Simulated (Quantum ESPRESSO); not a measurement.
The system is BN.

```xyz
2
Lattice="0.0000 1.8130 1.8130 1.8130 0.0000 1.8130 1.8130 1.8130 0.0000" Properties=species:S:1:pos:R:3 pbc="T T T"
N     0.9065    0.9065    0.9065
B     0.0000    0.0000    0.0000
```

The cell is a database's computed one.

Base run:

| Quantity | Value |
| --- | --- |
| Program | Quantum ESPRESSO 7.5 |
| Functional | PBEsol |
| Potentials or basis | PseudoDojo 0.4.1 SR PBEsol standard |
| Cutoff | 1143 eV |
| Density cutoff | 4572 eV |
| k mesh | 24 × 24 × 24 |
| Occupations | fixed |
| Spin | no spin polarisation |

Its results: band gap on the k mesh, mean-field level 4.33 eV, indirect (least direct gap 8.78 eV).

**Question.** After a change of settings the same cell gave: band gap on the k mesh, mean-field level 4.52 eV, indirect (least direct gap 8.83 eV). Which change was it?
A. k mesh from 24 × 24 × 24 to 20 × 20 × 20; k mesh of the self-consistent run from 24 × 24 × 24 to 20 × 20 × 20
B. k mesh from 24 × 24 × 24 to 6 × 6 × 6; k mesh of the self-consistent run from 24 × 24 × 24 to 12 × 12 × 12
C. functional from PBEsol to PBE; potentials or basis from PseudoDojo 0.4.1 SR PBEsol standard to PseudoDojo 0.4.1 SR PBE standard

**Answer.** C.

Not every run made on this cell is shown here.
